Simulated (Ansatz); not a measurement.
All numbers below come from DFT PBE, scalar-relativistic, plane waves, PAW (Ansatz). All cells share a 420 eV cutoff and Γ-centred k meshes spaced at most about 0.3 Å⁻¹ (about 0.25 or finer for metals, 2π included). No spin polarisation.

All energies are static (0 K, no zero-point motion).

Question: Order these relaxed structures of Zn₄S by energy, lowest first, with the energy over the lowest of them.
A.

```
CELL_PARAMETERS angstrom
5.36328 0.00000 0.00000
0.00000 5.36328 0.00000
0.00000 0.00000 3.39256
ATOMIC_POSITIONS crystal
Zn 0.73508 0.73508 0.00000
Zn 0.26492 0.26492 0.00000
Zn 0.26492 0.73508 0.00000
Zn 0.73508 0.26492 0.00000
S 0.00000 0.00000 0.50000
```

B.

```
CELL_PARAMETERS angstrom
-2.89990 2.89990 2.89990
2.89990 -2.89990 2.89990
2.89990 2.89990 -2.89990
ATOMIC_POSITIONS crystal
Zn 0.50000 0.50000 0.50000
Zn 0.00000 0.00000 0.50000
Zn 0.00000 0.50000 0.00000
Zn 0.50000 0.00000 0.00000
S 0.00000 0.00000 0.00000
```

C.

```
CELL_PARAMETERS angstrom
4.71843 0.00000 0.00000
0.00000 4.71843 0.00000
0.00000 0.00000 4.71843
ATOMIC_POSITIONS crystal
Zn 0.50000 0.50000 0.50000
Zn 0.00000 0.50000 0.50000
Zn 0.50000 0.00000 0.50000
Zn 0.50000 0.50000 0.00000
S 0.00000 0.00000 0.00000
```

Answer: A (0 meV/atom), B (245 meV/atom), C (361 meV/atom). Forms: A P4/mmm; B Im-3m; C Pm-3m. Counting Zn atoms around S (those within 1.25 times the shortest such distance or 1.15 times the sum of covalent radii; a plus sign parts nearer from farther groups; the shortest distance is added where it is long for a bond): A has S 8; B has S 8; C has S 12+8 from 3.3 Å. All come from invented guesses. The lowest form computed isn't among them: it has space group P-43m (No. 215), 18.2 Å³/atom and lies 63 meV/atom below the best shown. Even the lowest of the cells shown lies +0.08 eV/atom against the elements.

Cells relaxed within their symmetry can be saddle points. Some structure types and database cells were kept out of the candidates from the start, so a known form may be missing.
